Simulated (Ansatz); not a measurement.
A S vacancy in rocksalt MgS, 63 atoms, charge 0

All numbers below come from DFT, PBEsol, PAW, plane waves in Ansatz.

Command:

```sh
ansatz run in.yaml --threads 8 --pin off --max-ram 118750MiB --runs-dir r --events-out ev --progress --plain --backend cuda --devices 0, --max-vram 170GiB
```

The input less its lattice and atoms:

```yaml
crystal:
  symmetry: { detect: false }
kpoints:
  mp_grid: { grid: [1, 1, 1], shift: [0.25, 0.25, 0.25] }
hamiltonian:
  xc: pbesol
scf:
  occupations: { method: fermi_dirac, width: 0.01 }
relax:
  f_tol: 0.03
  max_steps: 80
  escape_saddle: false
  adjacent_minimum: "off"
output:
  forces: true
  eigenvalues: true
  populations: true
```

Start:

```xyz
63
Lattice="10.3640 0.0000 0.0000 0.0000 10.3640 0.0000 0.0000 0.0000 10.3640" Properties=species:S:1:pos:R:3 pbc="T T T"
S     2.5727    0.0034   10.3415
S     2.5632   10.3584    5.2178
S     2.5935    5.1791    0.0237
S     7.7743    0.0188    0.0130
S     7.7571    0.0156    5.2268
S     7.8132    5.1697    0.0028
S     7.8142    5.2122    5.2044
S    10.3550    2.5979    0.0242
S     0.0212    2.5762    5.1823
S     0.0147    7.7820   10.3483
S     0.0487    7.7724    5.1863
S     5.1418    2.5990    0.0100
S     5.1563    2.5919    5.1726
S     5.1832    7.7709   10.3502
S     5.1958    7.7839    5.1534
S    10.3639    0.0132    2.5779
S    10.3628   10.3633    7.7669
S    10.3554    5.2284    2.5987
S    10.3602    5.1985    7.7657
S     5.1618    0.0174    2.6144
S     5.1993   10.3341    7.7958
S     5.1876    5.1999    2.5659
S     5.1687    5.1827    7.7838
S     2.5924    2.5917    2.5528
S     2.6144    2.6129    7.7854
S     2.5795    7.7553    2.5942
S     2.5787    7.7900    7.7562
S     7.7720    2.6146    2.6034
S     7.7712    2.5845    7.7692
S     7.8266    7.7681    2.5635
S     7.7470    7.7813    7.7930
Mg    0.0280    0.0051    0.0169
Mg    0.0181    0.0083    5.1527
Mg    0.0221    5.1759    0.0011
Mg   10.3567    5.1837    5.1886
Mg    5.1875   10.3538    0.0187
Mg    5.2116   10.3542    5.1895
Mg    5.1940    5.1769   10.3575
Mg    5.1826    5.1922    5.1757
Mg    2.5822    2.5547    0.0000
Mg    2.5672    2.5909    5.1913
Mg    2.5988    7.7929    0.0199
Mg    2.6100    7.7896    5.1754
Mg    7.7683    2.5780   10.3541
Mg    7.7531    2.6110    5.1828
Mg    7.7987    7.7736   10.3608
Mg    7.7641    7.7304    5.1560
Mg    2.5851   10.3386    2.6347
Mg    2.5912    0.0369    7.7453
Mg    2.5714    5.2107    2.5916
Mg    2.5985    5.1776    7.8021
Mg    7.7477    0.0154    2.5713
Mg    7.8039    0.0281    7.7886
Mg    7.7711    5.2056    2.5823
Mg    7.7512    5.1724    7.7494
Mg   10.3622    2.5892    2.5843
Mg    0.0107    2.5930    7.7643
Mg   10.3396    7.7742    2.5635
Mg   10.3541    7.7570    7.7569
Mg    5.1844    2.6124    2.5986
Mg    5.1899    2.5953    7.7646
Mg    5.1778    7.8002    2.5909
Mg    5.1594    7.8105    7.7629
```

Steps:

```tsv
step	energy less the first (eV)	largest force component (eV/Å)
start	0.000	0.461
1	-0.221	0.244
2	-0.274	0.024
```

A structure on the way, about -0.22 eV from the start:

```xyz
63
Lattice="10.3640 0.0000 0.0000 0.0000 10.3640 0.0000 0.0000 0.0000 10.3640" Properties=species:S:1:pos:R:3 pbc="T T T"
S     2.5940    0.0040   10.3545
S     2.6011    0.0155    5.1902
S     2.5773    5.1940    0.0091
S     7.7779    0.0180   10.3608
S     7.7838   10.3596    5.1684
S     7.7774    5.1784   10.3582
S     7.7642    5.1904    5.1935
S     0.0150    2.5934   10.3596
S     0.0211    2.6044    5.1711
S     0.0019    7.7772   10.3625
S    10.3625    7.7787    5.1912
S     5.1965    2.5965   10.3637
S     5.1703    2.6045    5.1779
S     5.1770    7.7797    0.0209
S     5.1655    7.7713    5.1788
S     0.0124   10.3556    2.5988
S    10.3530    0.0105    7.7834
S     0.0046    5.1806    2.6077
S     0.0166    5.1839    7.7636
S     5.1872   10.3571    2.5820
S     5.1780    0.0136    7.7619
S     5.1885    5.1854    2.6011
S     5.1801    5.2027    7.7752
S     2.5912    2.6070    2.5975
S     2.5886    2.5992    7.7785
S     2.5768    7.7794    2.6031
S     2.6150    7.7572    7.7643
S     7.7749    2.5938    2.6003
S     7.7603    2.6017    7.7629
S     7.7768    7.7726    2.5889
S     7.7845    7.7812    7.7843
Mg    0.0308   10.3639    0.0172
Mg    0.0222    0.0111    5.1793
Mg   10.3628    5.1759    0.0017
Mg    0.0260    5.1982    5.1872
Mg    5.1908   10.3636   10.3489
Mg    5.2273   10.3633    5.1694
Mg    5.1782    5.1844    0.0076
Mg    5.0703    5.1859    5.1847
Mg    2.6133    2.5751    0.0191
Mg    2.5850    2.6770    5.1883
Mg    2.5915    7.7900    0.0111
Mg    2.5698    7.7362    5.1904
Mg    7.7921    2.5931   10.3548
Mg    7.7648    2.5818    5.1733
Mg    7.7813    7.7717   10.3598
Mg    7.7520    7.7477    5.1814
Mg    2.6003    0.0060    2.6068
Mg    2.5815    0.0054    7.7561
Mg    2.5861    5.2057    2.6449
Mg    2.6040    5.1739    7.7367
Mg    7.7744    0.0069    2.5673
Mg    7.7857    0.0188    7.7522
Mg    7.7728    5.1865    2.5725
Mg    7.7693    5.1927    7.7656
Mg    0.0061    2.5768    2.5733
Mg   10.3597    2.5921    7.7581
Mg   10.3297    7.7515    2.5855
Mg    0.0168    7.7663    7.7675
Mg    5.1818    2.5993    2.5921
Mg    5.1749    2.6134    7.7677
Mg    5.1640    7.7737    2.6035
Mg    5.1921    7.8206    7.7905
```

End:

```
S Mg
1.0
    10.36396    0.00000    0.00000
     0.00000   10.36396    0.00000
     0.00000    0.00000   10.36396
S Mg
31 32
Direct
  0.25014 0.00056 0.99992
  0.25023 0.00077 0.50013
  0.24988 0.50050 0.00028
  0.75024 0.00048 0.99996
  0.75045 0.00020 0.49992
  0.75017 0.50036 0.99992
  0.74940 0.50040 0.49996
  0.00026 0.25057 0.99984
  0.00130 0.25162 0.49979
  0.00032 0.75034 0.00001
  0.00155 0.74914 0.50004
  0.50014 0.25065 0.99996
  0.49918 0.25133 0.49986
  0.50016 0.75047 0.00011
  0.49905 0.74963 0.49996
  0.00039 0.00027 0.25011
  0.00026 0.00046 0.74997
  0.00137 0.50026 0.25155
  0.00105 0.50048 0.74895
  0.50012 0.00040 0.24998
  0.50011 0.00059 0.74991
  0.49916 0.50051 0.25080
  0.49876 0.50073 0.74884
  0.25004 0.25152 0.25096
  0.25018 0.25174 0.74883
  0.25026 0.74936 0.25118
  0.25047 0.74940 0.74900
  0.75020 0.25047 0.25003
  0.75011 0.25048 0.74976
  0.75035 0.75030 0.25006
  0.75029 0.75042 0.74996
  0.00056 0.00048 0.00014
  0.00177 0.00046 0.49996
  0.00131 0.50045 0.00037
  0.00520 0.50044 0.50041
  0.49994 0.00056 0.99995
  0.49903 0.00057 0.50000
  0.49855 0.50054 0.99981
  0.49046 0.50046 0.49952
  0.25015 0.25180 0.99996
  0.25041 0.25858 0.49992
  0.25030 0.74928 0.00019
  0.25043 0.74398 0.49984
  0.75019 0.25063 0.99990
  0.75005 0.25176 0.49990
  0.75018 0.75009 0.99999
  0.75006 0.74880 0.49999
  0.25025 0.00052 0.25146
  0.25016 0.00068 0.74855
  0.25063 0.50043 0.25781
  0.24948 0.50057 0.74363
  0.75026 0.00042 0.25018
  0.75016 0.00049 0.74963
  0.75012 0.50036 0.25127
  0.74968 0.50043 0.74856
  0.00020 0.25040 0.24989
  0.00013 0.25046 0.74979
  0.00024 0.75014 0.24998
  0.00031 0.75047 0.75001
  0.50015 0.25044 0.24997
  0.50013 0.25065 0.74980
  0.50030 0.75046 0.25006
  0.50021 0.75056 0.74992
```

The calculation finished and met its thresholds.

Time: 4.1 s of wall time on one NVIDIA GB200 with 8 processor threads, on a host shared with other runs; peak host memory 1.8 GiB.

How much energy did the relaxation gain, and which atom moved most?

0.27 eV in 2 steps, from a start with small random displacements; atom 39 (Mg) moved 0.10 Å, the median atom 0.03 Å (drift of the whole cell removed).

The one k point has no symmetry partners, which can distort the end along one axis.
